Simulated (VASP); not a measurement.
Runs of VASP 6.6.1 on Y. Symmetry: P6_3/mmc, No. 194, hexagonal system. Conventional cell: a = 3.647 Å, b = 3.647 Å, c = 5.731 Å, α = 90.00°, β = 90.00°, γ = 120.00°. Y (site symmetry -6m2) has 12 Y at 3.56 to 3.65 Å as nearest neighbours. 

```tsv
task	level	potentials or basis	k mesh	cutoff (eV)	pressure (GPa)
band structure	LDA	VASP PAW LDA potentials, release 64 (Y_sv)	8 × 8 × 5	520	-3.9
band structure	AM05	VASP PAW PBE potentials, release 64 (Y_sv)	8 × 8 × 5	520	(a)
band structure	TPSS	VASP PAW PBE potentials, release 64 (Y_sv)	8 × 8 × 5	520	-0.8
band structure	SCAN	VASP PAW PBE potentials, release 64 (Y_sv)	8 × 8 × 5	520	0.4
band structure	r2SCAN	VASP PAW PBE potentials, release 64 (Y_sv)	8 × 8 × 5	520	0.7
band structure	PBE	VASP PAW PBE potentials, release 64 (Y_sv)	8 × 8 × 5	520	-0.2
single point	PBEsol	VASP PAW PBE potentials, release 64 (Y_sv)	14 × 14 × 8	900	(b)
```

Alike in all rows: no spin polarisation; cell as given; smearing fermi-dirac 0.05 eV.

**Question.** Estimate the missing entries.

**Answer.** (a) -1.7; (b) -2.2.

Caveats: the PAW data sets were made with another functional, which shifts forces and pressure a little (some runs).
